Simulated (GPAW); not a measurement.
# Pd (Im-3m) in GPAW: equation of state

How stiff is Pd in PBE, and what volume does it want? The cell is scaled to several volumes.

All numbers are computed with GPAW 26.7.0; they aren't measurements. Logs are shortened: lines on timing, memory, paths and dates and some standing lists are left out, and cuts for length are marked. The log counts tension as positive stress, the text compression.

### Step 1. The crystal as given

Symmetry: Im-3m, No. 229, cubic system. Conventional cell: a = 3.145 Å, b = 3.145 Å, c = 3.145 Å, α = 90.00°, β = 90.00°, γ = 90.00°. Around Pd (site symmetry m-3m) lie 8 Pd at 2.72 Å.

This isn't the form of Pd at room conditions, which is fcc.

### Step 2. Equation of state, PBE

Input file run.py:

```python
from ase.eos import EquationOfState
from ase.io import Trajectory, read
from ase.units import GPa
from gpaw import GPAW, PW

atoms = read('POSCAR')

traj = Trajectory('eos.traj', 'w')
volumes, energies = [], []
for x in [0.94, 0.96, 0.98, 1.0, 1.02, 1.04, 1.06]:
    a = atoms.copy()
    a.set_cell(atoms.cell * x**(1 / 3), scale_atoms=True)
    calc = GPAW(mode=PW(600),
                xc='PBE',
                kpts={'size': (12, 12, 12), 'gamma': True},
                occupations={'name': 'fermi-dirac', 'width': 0.05},
                nbands=17,
                convergence={'density': 1e-05, 'energy': 1e-05},
                maxiter=150,
                txt=f'eos-{x:.2f}.txt')
    a.calc = calc
    energies.append(a.get_potential_energy(force_consistent=True))
    volumes.append(a.get_volume())
    p = -a.get_stress()[:3].mean() / GPa
    calc.write(f'eos-{x:.2f}.gpw')
    traj.write(a)
    print(f'{x:.2f} {volumes[-1]:10.4f} A^3 {energies[-1]:14.6f} eV {p:9.3f} GPa', flush=True)

v0, e0, B = EquationOfState(volumes, energies, eos='birchmurnaghan').fit()
print(f'V0 = {v0:.4f} A^3, E0 = {e0:.6f} eV, B0 = {B / GPa:.2f} GPa')
```

Input file POSCAR:

```
Pd
1.0
   -1.5722810000      1.5722810000      1.5722810000
    1.5722810000     -1.5722810000      1.5722810000
    1.5722810000      1.5722810000     -1.5722810000
Pd
1
Direct
    0.0000000000      0.0000000000      0.0000000000
```

Potentials or basis: GPAW PAW data sets (gpaw-data 1.2.1), pw.

Run with:

```
OMP_NUM_THREADS=1 python run.py
```

Log:

```text
__  _  _
 | _ |_)|_||  |
 |__||  | ||/\| - 26.7.0

Input parameters:
  mode=PW(ecut=600.0),
  convergence={'density': 1e-05, 'energy': 1e-05},
  kpts=MonkhorstPack(size=(12, 12, 12), gamma=True),
  maxiter=150,
  nbands=17,
  occupations=Occupations(name='fermi-dirac', width=0.05),
  xc=XC(name='PBE')

Diagonalizing LCAO Hamiltonian
Converting LCAO to pw mode

       Pd

Atoms  # Å, Bohr magnetons
|   | symbol |        x |        y |        z |    initial magnetic moments |
|---|--------|----------|----------|----------|-----------------------------|
| 0 |     Pd | 0.000000 | 0.000000 | 0.000000 | ( 0.0000,  0.0000,  0.0000) |

Unit cell  # Å
| periodic |         x |         y |         z |  lengths |     angles |
|----------|-----------|-----------|-----------|----------|------------|
|      yes | -1.540185 |  1.540185 |  1.540185 | 2.667678 | 109.471221 |
|      yes |  1.540185 | -1.540185 |  1.540185 | 2.667678 | 109.471221 |
|      yes |  1.540185 |  1.540185 | -1.540185 | 2.667678 | 109.471221 |

Number of symmetries: 48
Symmetry operations  # r_c * U_cc + t_c -> r_c
|    | kind |            matrix            |
|----|------|------------------------------|
|  0 |  σ   |  1, 1, 1,  0, 0,-1,  0,-1, 0 |
|  1 |  C4  |  1, 1, 1,  0, 0,-1, -1, 0, 0 |
|  2 |  C2  |  1, 1, 1,  0,-1, 0,  0, 0,-1 |
|  3 |  S6  |  1, 1, 1,  0,-1, 0, -1, 0, 0 |
|  4 |  S6  |  1, 1, 1, -1, 0, 0,  0, 0,-1 |
|  5 |  C4  |  1, 1, 1, -1, 0, 0,  0,-1, 0 |
|  6 |  E   |  1, 0, 0,  0, 1, 0,  0, 0, 1 |
|  7 |  σ   |  1, 0, 0,  0, 1, 0, -1,-1,-1 |
|  8 |  σ   |  1, 0, 0,  0, 0, 1,  0, 1, 0 |
|  9 |  C3  |  1, 0, 0,  0, 0, 1, -1,-1,-1 |
| 10 |  C3  |  1, 0, 0, -1,-1,-1,  0, 1, 0 |
| 11 |  σ   |  1, 0, 0, -1,-1,-1,  0, 0, 1 |
| 12 |  σ   |  0, 1, 0,  1, 0, 0,  0, 0, 1 |
| 13 |  C2  |  0, 1, 0,  1, 0, 0, -1,-1,-1 |
| 14 |  C3  |  0, 1, 0,  0, 0, 1,  1, 0, 0 |
| 15 |  S4  |  0, 1, 0,  0, 0, 1, -1,-1,-1 |
| 16 |  S4  |  0, 1, 0, -1,-1,-1,  1, 0, 0 |
| 17 |  C3  |  0, 1, 0, -1,-1,-1,  0, 0, 1 |
| 18 |  C3  |  0, 0, 1,  1, 0, 0,  0, 1, 0 |
| 19 |  S4  |  0, 0, 1,  1, 0, 0, -1,-1,-1 |
| 20 |  σ   |  0, 0, 1,  0, 1, 0,  1, 0, 0 |
| 21 |  C3  |  0, 0, 1,  0, 1, 0, -1,-1,-1 |
| 22 |  C2  |  0, 0, 1, -1,-1,-1,  1, 0, 0 |
| 23 |  S4  |  0, 0, 1, -1,-1,-1,  0, 1, 0 |
| 24 |  C4  |  0, 0,-1,  1, 1, 1,  0,-1, 0 |
| 25 |  σ   |  0, 0,-1,  1, 1, 1, -1, 0, 0 |
| 26 |  S6  |  0, 0,-1,  0,-1, 0,  1, 1, 1 |
| 27 |  C2  |  0, 0,-1,  0,-1, 0, -1, 0, 0 |
| 28 |  C4  |  0, 0,-1, -1, 0, 0,  1, 1, 1 |
| 29 |  S6  |  0, 0,-1, -1, 0, 0,  0,-1, 0 |
| 30 |  S6  |  0,-1, 0,  1, 1, 1,  0, 0,-1 |
| 31 |  C4  |  0,-1, 0,  1, 1, 1, -1, 0, 0 |
| 32 |  C4  |  0,-1, 0,  0, 0,-1,  1, 1, 1 |
| 33 |  S6  |  0,-1, 0,  0, 0,-1, -1, 0, 0 |
| 34 |  σ   |  0,-1, 0, -1, 0, 0,  1, 1, 1 |
| 35 |  C2  |  0,-1, 0, -1, 0, 0,  0, 0,-1 |
| 36 |  C2  | -1, 0, 0,  1, 1, 1,  0, 0,-1 |
| 37 |  S6  | -1, 0, 0,  1, 1, 1,  0,-1, 0 |
| 38 |  S6  | -1, 0, 0,  0, 0,-1,  1, 1, 1 |
| 39 |  C2  | -1, 0, 0,  0, 0,-1,  0,-1, 0 |
| 40 |  C2  | -1, 0, 0,  0,-1, 0,  1, 1, 1 |
| 41 |  i   | -1, 0, 0,  0,-1, 0,  0, 0,-1 |
| 42 |  S4  | -1,-1,-1,  1, 0, 0,  0, 1, 0 |
| 43 |  C3  | -1,-1,-1,  1, 0, 0,  0, 0, 1 |
| 44 |  C3  | -1,-1,-1,  0, 1, 0,  1, 0, 0 |
| 45 |  σ   | -1,-1,-1,  0, 1, 0,  0, 0, 1 |
| 46 |  S4  | -1,-1,-1,  0, 0, 1,  1, 0, 0 |
| 47 |  C2  | -1,-1,-1,  0, 0, 1,  0, 1, 0 |

BZ-sampling:
  Number of BZ points: 1728
  Number of IBZ points: 72

  Monkhorst-Pack size: [12, 12, 12]
  Monkhorst-Pack shift: [0.041666666666666664, 0.041666666666666664, 0.041666666666666664]

K-points  # in reciprocal-cell coordinates
|     |                                coordinates |     weight |
|-----|--------------------------------------------|------------|
|   0 | ( -0.00000000,  -0.00000000,  -0.00000000) | 0.00057870 |
|   1 | (  0.08333333,  -0.00000000,  -0.00000000) | 0.00694444 |
|   2 | (  0.08333333,   0.08333333,  -0.08333333) | 0.00347222 |
|   3 | (  0.16666667,  -0.00000000,  -0.08333333) | 0.01388889 |
|   4 | (  0.16666667,  -0.00000000,  -0.00000000) | 0.00694444 |
|   5 | (  0.16666667,   0.08333333,  -0.08333333) | 0.01388889 |
|   6 | (  0.16666667,   0.16666667,  -0.16666667) | 0.00347222 |
|   7 | (  0.25000000,  -0.08333333,  -0.08333333) | 0.00462963 |
|   8 | (  0.25000000,  -0.00000000,  -0.08333333) | 0.02777778 |
|   9 | (  0.25000000,  -0.00000000,  -0.00000000) | 0.00694444 |
| ... |                                            |            |
|  71 | (  0.50000000,   0.50000000,   0.50000000) | 0.00057870 |

Plane wave coefficients: 498
Cutoff: 600.0 eV

Spin-components: 1 (collinear spins)
Bands:           17
Projectors:      6
Spin-degeneracy: 2
Datatype:        complex128

Density:
  Valence electrons: 16.0
  Components: 1
  Grid points: [16 16 16]
  Charge: 0.0  # |e|

Potential:
  Grid points: [16 16 16]

species:
  Pd:
    name:    Palladium
    Z:       46.0
    valence: 16
    core:    30
    charge:  0.0  # [|e|]
    compensation charges:
      type: gauss
      rc: 0.38  # [Å]
      lmax: 2
    cutoffs:
      filter: 2.38  # [Å]
      core: 2.28  # [Å]
    projectors
    | kind |    occ | energy [eV] | rcut [Å] |
    |------|--------|-------------|----------|
    |   5s |  0.000 |      -3.315 |    1.228 |
    |   4p |  6.000 |     -51.209 |    1.360 |
    |   5p |  0.000 |      -0.314 |    1.360 |
    |   4d | 10.000 |      -4.047 |    1.228 |
    |    s |        |      23.896 |    1.228 |
    |    d |        |      23.165 |    1.228 |

    Using partial waves for Pd as LCAO basis

Reference energy: -137227.490718  # eV

eigensolver:
  PPCG
  Converge bands: occupied
  niter=2

density mixing:
  MSR1-Mixer
  Pratt-step length: 0.05
  Maximum mixing coefficient: 0.75
  Old densities: 10
  SVD Regularization: 0.005
  Good broyden scale: 1.0
  Trust region scale: 1.0
  Backstep threshold: 4.0
  History deletion threshold: 6.0
  Fourier metric: weight=20.0, sigma=0.015

occupation numbers:
  Fermi-Dirac:
    width: 0.0500  # eV

poisson solver:
  ecut: 4800.0  # eV

xc functional:
  name: PBE with 2 nearest neighbor stencil

convergence criteria:
- Maximum integral of absolute [dens]ity change: 1e-05 electrons / valence electron
- Maximum [total energy] change in last 3 cyles: 1e-05 eV / valence electron
- Maximum integral of absolute [eigenst]ate change: 4e-08 eV^2 / valence electron
maximum number of iterations: 150

SCF iterations
|iter     | |      energy | eigst |  dens |
|---------|-|-------------|-------|-------|
|iter:   1| |   -4.755114 | -0.18 |       |
|iter:   2| |   -4.528169 | -2.62 | -0.99 |
|iter:   3| |   -3.826085 | -1.49 | -1.05 |
|iter:   4| |   -3.817231 | -3.37 | -2.00 |
|iter:   5| |   -3.814380 | -3.72 | -2.19 |
|iter:   6| |   -3.814380 | -6.44 | -3.62 |
|iter:   7| |   -3.814381c| -7.39 | -4.03 |
|iter:   8| |   -3.814381c| -8.70c| -5.27c|

Converged in 8 steps
Energy contributions relative to reference atoms: (reference = -137227.490718)

Energy contributions:
  Kinetic:          -0.081763
  Coulomb:          -4.019820
  Zero:             -0.161464
  External:          0.000000
  Xc:                0.453291
  Entropy:          -0.009248
  Spinorbit:         0.000000
  ----------------------------
  Free energy:      -3.819005
  Extrapolated:     -3.814381

dipole moment: (-4.567007, -4.567007, -4.567007)  # |e|*Ang

Fermi level: 9.623
Eigenvalues  # (at kpt = [-0.000, -0.000, -0.000])
| band index |      eig [eV] | occ [0-2] |
|------------|---------------|-----------|
|          0 |       -40.000 |     2.000 |
|          1 |       -40.000 |     2.000 |
|          2 |       -40.000 |     2.000 |
|          3 |         2.449 |     2.000 |
|          4 |         6.646 |     2.000 |
|          5 |         6.646 |     2.000 |
|          6 |         6.646 |     2.000 |
|          7 |         8.654 |     2.000 |
|          8 |         8.654 |     2.000 |
|          9 |        29.370 |     0.000 |
|         10 |        29.370 |     0.000 |
|         11 |        29.370 |     0.000 |
|         12 |        37.541 |     0.000 |
|         13 |        37.541 |     0.000 |
|         14 |        40.512 |     0.000 |
|         15 |        42.491 |     0.000 |
|         16 |        42.491 |     0.000 |

No gap
No difference between direct/indirect transitions

Stress tensor  # eV/Ang^3
|         x |         y |         z |
|-----------|-----------|-----------|
| -0.065886 |  0.000000 | -0.000000 |
|  0.000000 | -0.065886 |  0.000000 |
| -0.000000 |  0.000000 | -0.065886 |

# Writing to eos-0.94.gpw (mode='')
```

Wall time 71 s (1 thread of Intel Xeon Platinum 8488C (Sapphire Rapids), shared host); peak memory 0.2 GiB.

Results:

```yaml
Equilibrium_volume: 15.44 Å³/atom
Bulk_modulus: 165 GPa
Pressure_derivative_of_the_bulk_modulus: 5.6
```

Energy against volume, from the lowest point:
| volume (Å³/atom) | energy (meV/atom) |
| --- | --- |
| 14.614 | 25.33 |
| 14.925 | 9.18 |
| 15.236 | 1.07 |
| 15.547 | 0.00 |
| 15.858 | 5.09 |
| 16.169 | 15.59 |
| 16.480 | 30.79 |
